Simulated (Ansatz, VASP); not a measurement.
Two plane-wave programs on Zr

```xyz
2
Lattice="3.0104 0.0000 0.0000 -1.5052 2.6071 0.0000 0.0000 0.0000 4.9983" Properties=species:S:1:pos:R:3 pbc="T T T"
Zr    0.0000    1.7381    1.2496
Zr    1.5052    0.8690    3.7487
```

Alike in both runs: task single point; functional LDA; k mesh 14 × 14 × 8; occupations fermi-dirac, width 0.1 eV; no spin polarisation.

```csv
,VASP,Ansatz
version,VASP 6.6.1,Ansatz 0.2.0
potentials or method,"VASP PAW LDA potentials, release 64 (Zr_sv)","PAW with Ansatz's default frozen-core files, scalar-relativistic"
plane-wave cutoff (eV),520,450
valence electrons in the cell,24,24
```

```tsv
	VASP	Ansatz	Ansatz less VASP
gap on the k mesh at the Fermi level (eV)	none	none	-
pressure (GPa)	12.6	12.5	-0.11
largest component of the traceless stress (GPa)	0.06	0.01	-0.048
```

A gap of «none» marks a metal or a gap that the smearing closes.
